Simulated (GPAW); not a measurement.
**BaS in GPAW: convergence with density grid spacing (A)**

Crystal: BaS.

```
CELL_PARAMETERS angstrom
0.00000 3.19375 3.19375
3.19375 0.00000 3.19375
3.19375 3.19375 0.00000
ATOMIC_POSITIONS crystal
Ba 0.00000 0.00000 0.00000
S 0.50000 0.50000 0.50000
```

| Property | Result |
| --- | --- |
| Program | GPAW 26.7.0 |
| Task | convergence study |
| Functional | r2SCAN |
| Potentials or basis | GPAW PAW data sets (gpaw-data 1.2.1) |
| Cutoff | 600 eV |
| Basis | pw |
| Grid spacing | 0.24 Å |
| k mesh | 7 × 7 × 7 |
| Occupations | fermi-dirac, width 0.05 eV |
| Spin | no spin polarisation |

These are the settings of the first run; the series varies density grid spacing (A), with any setting tied to it.

Hardware: 1 thread of Arm Neoverse V1, with other jobs on the host.

```
density grid spacing (A)  energy less the tightest run, at zero smearing (meV/atom)  SCF cycles  CPU time (s)  peak memory (GiB)
                    0.24                                                       0.22          13            26               0.29
                     0.2                                                      -0.10          13            50               0.29
                    0.17                                                      -0.09          13            75                0.3
                    0.15                                                      -0.06          13            78               0.32
                    0.13                                                      -0.04          13           150               0.34
                    0.11                                                      -0.01          13           240                0.4
                    0.09                                                       0.00          13           470               0.53
```

Against the tightest run, the energy stays within 1 meV/atom from 0.24 on. The tightest run that finished is the yardstick and may itself not be fully converged.
